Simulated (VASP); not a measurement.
A run of VASP 6.6.1:

Contents of INCAR:

```
SYSTEM = SiNi
  ALGO = Normal
  EDIFF = 1E-7
  ENCUT = 520
  GGA = PE
  ISIF = 2
  ISMEAR = -1
  ISPIN = 2
  LASPH = .True.
  LCHARG = .False.
  LMAXMIX = 4
  LORBIT = 11
  LREAL = .False.
  LWAVE = .False.
  MAGMOM = 1 1 1 1 0 0 0 0
  NBANDS = 42
  NELM = 150
  PREC = Accurate
  SIGMA = 0.05
```

File KPOINTS:

```
k-points
0
Gamma
  6 6 6
  0 0 0
```

The input POSCAR:

```
SiNi
1.0
    4.5036940000      0.0000000000      0.0000000000
    0.0000000000      4.5036940000      0.0000000000
    0.0000000000      0.0000000000      4.5036940000
Ni Si
4 4
Direct
    0.1445210000      0.1539400000      0.1530170000
    0.6577110000      0.3535100000      0.8436350000
    0.8456770000      0.6534450000      0.3430980000
    0.3438800000      0.8517910000      0.6388870000
    0.8410850000      0.8465590000      0.8429000000
    0.3428620000      0.6490120000      0.1632140000
    0.1610180000      0.3448490000      0.6640580000
    0.6523450000      0.1538540000      0.3459540000
```

Potentials or basis: VASP PAW PBE potentials, release 64 (Ni, Si).

Command:

```console
$ cat potpaw_PBE.64/Ni/POTCAR potpaw_PBE.64/Si/POTCAR > POTCAR
$ mpirun -np 1 vasp_std > vasp.out
```

Hardware: 1 thread of Intel(R) Xeon(R) Platinum 8488C (Sapphire Rapids), on a shared host.

Task: Estimate the wall time of this run.

Result: It took 13 min on 1 thread of Intel(R) Xeon(R) Platinum 8488C (Sapphire Rapids) (shared host), peak memory 0.66 GiB. Counts: scf iterations 19, k points 112.
